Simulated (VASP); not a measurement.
## A VASP 6.6.1 single-point calculation on SiO₂

INCAR

```
ISMEAR = -1
LWAVE = .FALSE.
LASPH = .TRUE.
NSW = 0
ENCUT = 520
NELM = 120
NBANDS = 25
SIGMA = 0.02
EDIFF = 1E-8
LREAL = .FALSE.
ISIF = 2
LCHARG = .FALSE.
IBRION = -1
GGA = PE
PREC = Accurate
BMIX = 3
```

KPOINTS

```
KPOINTS created by Atomic Simulation Environment
0
Gamma
6 6 10
0 0 0
```

POSCAR

```
Si O
 1.0000000000000000
     4.1851887985999996    0.0000000000000000    0.0000000000000000
     0.0000000000000000    4.1851887985999996    0.0000000000000000
     0.0000000000000000    0.0000000000000000    2.7222166888000001
 Si  O
   2   4
Cartesian
  0.0000000000000000  0.0000000000000000  0.0000000000000000
  2.0925943992999998  2.0925943992999998  1.3611083444000001
  1.2806985796412340  1.2806985796412340  0.0000000000000000
  0.8118958196587656  3.3732929789412340  1.3611083444000001
  3.3732929789412340  0.8118958196587656  1.3611083444000001
  2.9044902189587654  2.9044902189587654  0.0000000000000000
```

The recommended PBE PAW datasets give the neutral cell 32 valence electrons.

Command

```
mpirun -np 1 vasp_std
```

Predict the outcome of this run.

It converged. Results: gap between bands v and c on the k mesh 5.11 eV; least direct gap on the k mesh 5.11 eV; pressure 2.4 GPa; largest force 0.07 eV/Å. Band v is the last that the valence electrons fill when counted band by band, and c is the next.

OSZICAR

```
N       E                     dE             d eps       ncg     rms          rms(c)
DAV:   1     0.135017166536E+03    0.13502E+03   -0.17647E+04  3000   0.123E+03
DAV:   2    -0.440268707555E+02   -0.17904E+03   -0.17051E+03  3844   0.277E+02
DAV:   3    -0.508583540946E+02   -0.68315E+01   -0.68005E+01  4014   0.515E+01
DAV:   4    -0.509022088645E+02   -0.43855E-01   -0.43839E-01  3547   0.480E+00
DAV:   5    -0.509025610923E+02   -0.35223E-03   -0.35217E-03  4036   0.410E-01    0.171E+01
DAV:   6    -0.471064718535E+02    0.37961E+01   -0.51085E+00  3779   0.155E+01    0.934E+00
DAV:   7    -0.462892503618E+02    0.81722E+00   -0.33205E+00  3875   0.116E+01    0.300E+00
DAV:   8    -0.462817108449E+02    0.75395E-02   -0.93634E-02  3543   0.230E+00    0.166E+00
DAV:   9    -0.462907504292E+02   -0.90396E-02   -0.44229E-02  3888   0.157E+00    0.569E-01
DAV:  10    -0.462928602436E+02   -0.21098E-02   -0.16182E-03  3856   0.289E-01    0.211E-01
DAV:  11    -0.462940163434E+02   -0.11561E-02   -0.92066E-04  3765   0.231E-01    0.129E-01
DAV:  12    -0.462940795231E+02   -0.63180E-04   -0.16796E-04  3810   0.974E-02    0.232E-02
DAV:  13    -0.462940721124E+02    0.74107E-05   -0.10462E-05  3674   0.244E-02    0.454E-02
DAV:  14    -0.462940719987E+02    0.11376E-06   -0.12606E-05  3737   0.231E-02    0.212E-02
DAV:  15    -0.462940709093E+02    0.10894E-05   -0.45304E-06  3843   0.154E-02    0.714E-03
DAV:  16    -0.462940710304E+02   -0.12110E-06   -0.34276E-07  3651   0.442E-03    0.262E-03
DAV:  17    -0.462940711158E+02   -0.85391E-07   -0.53648E-08  3885   0.170E-03    0.141E-03
DAV:  18    -0.462940711129E+02    0.28151E-08   -0.14533E-08  2202   0.913E-04
   1 F= -.46294071E+02 E0= -.46294071E+02  d E =-.352525E-11
```

For comparison, a separate PBE run of the intended cell, on usual settings and not on those above, gives a gap of 5.11 eV on its mesh and a pressure of 2.4 GPa.
